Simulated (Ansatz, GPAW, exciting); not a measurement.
# LiCl: 3 runs at one level of theory

```
Cl Li
1.0
     0.00000    2.56477    2.56477
     2.56477    0.00000    2.56477
     2.56477    2.56477    0.00000
Cl Li
1 1
Cartesian
  2.5648 2.5648 2.5648
  0.0000 0.0000 0.0000
```

Alike in all runs: task band structure; functional revPBE; k mesh 9 × 9 × 9; occupations fermi-dirac, width 0.05 eV; no spin polarisation; no spin-orbit coupling. Pressure is positive in compression and, in plane waves, holds the error of the finite cutoff. Gaps are the smaller of the mesh's and the band path's.

```json
{"program and potentials": "Ansatz, all-electron LAPW, scalar-relativistic", "plane-wave cutoff (eV)": "-", "notes": "-", "band gap (eV)": "6.52", "pressure (GPa)": "2.12"}
{"program and potentials": "GPAW, the program's PAW data sets (release 1.2.1) made for this functional", "plane-wave cutoff (eV)": "800", "notes": "-", "band gap (eV)": "6.52", "pressure (GPa)": "2.19"}
{"program and potentials": "exciting, all-electron LAPW+lo, shipped species files, valence relativity zora", "plane-wave cutoff (eV)": "-", "notes": "-", "band gap (eV)": "6.54", "pressure (GPa)": "-"}
```

The band gap spans 6.52 (GPAW, the program's PAW data sets (release 1.2.1) made for this functional) to 6.54 eV (exciting, all-electron LAPW+lo, shipped species files, valence relativity zora), with all-electron results at 6.52 to 6.54. The pressure spans 2.12 (Ansatz, all-electron LAPW, scalar-relativistic) to 2.19 GPa (GPAW, the program's PAW data sets (release 1.2.1) made for this functional), with all-electron results at 2.12.

The functional is the same throughout but for its coding, so the spread measures potentials, basis and numerics; runs on potential files found faulty are left out.
